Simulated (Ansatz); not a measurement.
## Band table of ZrN (rocksalt type)

```
CELL_PARAMETERS angstrom
0.00000 2.11313 2.11313
2.11313 0.00000 2.11313
2.11313 2.11313 0.00000
ATOMIC_POSITIONS crystal
Zr 0.00000 0.00000 0.00000
N 0.50000 0.50000 0.50000
```

The cell comes from a relaxation on PAW files under the same functional, begun from a prototype that needn't be the stable phase.

Computed with Ansatz 0.2.0; functional PBEsol, scalar-relativistic. Settings: a Γ-centred 17×17×17 k mesh, Fermi–Dirac smearing of 0.1 eV, no spin polarisation. Methods: PAW: frozen-core files, cutoff 420 eV.

This run: volume at 0.8 of the series' base cell.

The PAW files were made under PBE.

Path points, in fractions of the reciprocal vectors: Γ (0.000, 0.000, 0.000), X (0.500, 0.000, 0.500), U (0.625, 0.250, 0.625), K (0.375, 0.375, 0.750), L (0.500, 0.500, 0.500), W (0.500, 0.250, 0.750). The distance column jumps between branches of the path. Levels in eV from the Fermi level; bands 5 to 11, counted from the lowest band of the run. The gap is zero, the pressure 96.4 GPa.

```
# k(1/Å) point b5 b6 b7 b8 b9 b10 b11
0.000 Γ -17.08 -2.92 -2.92 -2.92 -0.58 -0.58 -0.58
0.186 - -16.89 -3.80 -3.13 -3.13 -0.84 -0.11 -0.11
0.372 - -16.40 -5.33 -3.45 -3.45 -1.50 0.97 0.97
0.558 - -15.91 -6.49 -3.63 -3.63 -2.31 2.34 2.34
0.743 - -15.76 -6.85 -3.64 -3.64 -3.10 3.27 3.77
0.929 - -16.04 -6.34 -3.77 -3.51 -3.51 3.77 5.05
1.115 - -16.52 -5.33 -4.27 -3.31 -3.31 4.24 5.94
1.301 - -16.91 -4.58 -4.36 -3.13 -3.13 4.59 6.37
1.487 X -17.06 -4.68 -3.95 -3.05 -3.05 4.71 6.48
1.552 - -17.03 -4.70 -3.96 -3.10 -3.03 4.79 6.44
1.618 - -16.97 -4.76 -3.99 -3.25 -2.94 5.00 6.31
1.684 - -16.87 -4.88 -4.04 -3.47 -2.79 5.34 6.11
1.750 - -16.73 -5.04 -4.10 -3.74 -2.56 5.77 5.86
1.815 - -16.56 -5.25 -4.18 -4.05 -2.25 5.57 5.91
1.881 - -16.37 -5.50 -4.38 -4.27 -1.87 5.27 5.67
1.947 - -16.15 -5.78 -4.71 -4.37 -1.42 4.95 5.41
2.012 U -15.93 -6.08 -5.03 -4.47 -0.90 4.63 5.11
2.923 K -15.93 -6.08 -5.03 -4.47 -0.90 4.63 5.11
3.120 - -15.25 -6.96 -5.87 -4.77 0.94 3.66 4.12
3.317 - -14.73 -7.60 -6.39 -4.98 2.72 2.93 3.06
3.514 - -14.58 -7.73 -6.54 -5.00 1.85 2.05 4.24
3.711 - -14.90 -7.22 -6.27 -4.80 1.09 1.15 3.85
3.908 - -15.55 -6.19 -5.60 -4.36 0.41 0.44 2.41
4.105 - -16.28 -4.89 -4.61 -3.76 -0.13 -0.07 0.97
4.303 - -16.86 -3.59 -3.51 -3.18 -0.47 -0.43 -0.09
4.500 Γ -17.08 -2.92 -2.92 -2.92 -0.58 -0.58 -0.58
4.661 - -16.93 -3.33 -3.26 -3.26 -0.41 -0.41 -0.40
4.822 - -16.52 -4.24 -3.99 -3.99 -0.07 0.01 0.01
4.982 - -15.93 -5.31 -4.80 -4.80 0.33 0.63 0.63
5.143 - -15.26 -6.37 -5.54 -5.54 0.86 1.43 1.43
5.304 - -14.60 -7.34 -6.16 -6.16 1.58 2.36 2.36
5.465 - -14.01 -8.14 -6.61 -6.61 2.51 3.30 3.30
5.626 - -13.59 -8.70 -6.88 -6.88 3.57 4.06 4.06
5.787 L -13.43 -8.90 -6.98 -6.98 4.28 4.37 4.37
5.919 - -13.55 -8.79 -6.92 -6.85 3.89 4.15 4.40
6.050 - -13.88 -8.48 -6.74 -6.50 3.13 3.74 4.56
6.181 - -14.31 -8.04 -6.43 -6.05 2.45 3.17 4.82
6.313 - -14.77 -7.56 -6.01 -5.59 1.93 2.57 5.17
6.444 - -15.18 -7.12 -5.53 -5.21 1.59 2.03 5.59
6.576 - -15.50 -6.75 -5.11 -4.95 1.42 1.63 6.02
6.707 - -15.70 -6.50 -4.84 -4.80 1.35 1.41 6.37
6.838 W -15.77 -6.41 -4.75 -4.75 1.34 1.34 6.50
6.931 - -15.83 -6.29 -4.85 -4.63 0.52 2.19 6.50
7.024 - -15.99 -5.97 -4.91 -4.50 -0.26 3.05 6.50
7.117 - -16.21 -5.47 -4.94 -4.36 -0.98 3.88 6.50
7.210 - -16.46 -4.93 -4.87 -4.23 -1.62 4.67 6.20
7.303 - -16.70 -4.88 -4.23 -4.12 -2.18 5.38 5.71
7.396 - -16.89 -4.80 -4.03 -3.64 -2.63 5.23 5.96
7.489 - -17.01 -4.72 -3.97 -3.21 -2.94 4.86 6.34
7.582 X -17.06 -4.68 -3.95 -3.05 -3.05 4.71 6.48
```
